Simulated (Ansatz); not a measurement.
Crystal: TaN.

```
Ta N
1.0
     2.93800    0.00000    0.00000
    -1.46900    2.54438    0.00000
     0.00000    0.00000    2.88300
Ta N
1 1
Direct
  0.00000 0.00000 0.50000
  0.66667 0.33333 0.00000
```

Base run:

```yaml
Program: Ansatz 0.2.0
Functional: PBEsol
Potentials_or_basis: all-electron PAW datasets made for the crystal
Cutoff: 480 eV
Density_cutoff: 1920 eV
k_mesh: 10 × 10 × 9
Occupations: fermi-dirac, width 0.05 eV
Spin: no spin polarisation
```

Its results: band gap on the k mesh none (metal or under the smearing width); pressure -4.8 GPa.

Q: After a change of settings the same cell gave: band gap on the k mesh none (metal or under the smearing width); pressure 1.3 GPa. Which change was it?
A. potentials or basis from all-electron PAW datasets made for the crystal to all-electron LAPW, scalar-relativistic; cutoff from 480 eV to 350 eV; density cutoff from 1920 eV to 1399 eV
B. potentials or basis from all-electron PAW datasets made for the crystal to all-electron LAPW, scalar-relativistic; cutoff from 480 eV to 350 eV; density cutoff from 1920 eV to 1399 eV; hubbard terms from none to Ta d U = 6 eV
C. potentials or basis from all-electron PAW datasets made for the crystal to all-electron LAPW, scalar-relativistic; cutoff from 480 eV to 350 eV; density cutoff from 1920 eV to 1399 eV; hubbard terms from none to Ta d U = 2 eV
D. k mesh from 10 × 10 × 9 to 8 × 8 × 6

A: B.

Caveats: the program warned that the printed levels may be off, so bands, gaps and densities of states are rough (some runs); U is the effective U less J, on atomic orbitals that reach past the spheres (some runs); U without spin polarisation on a metal has little footing (some runs).

Not every run made on this cell is shown here.
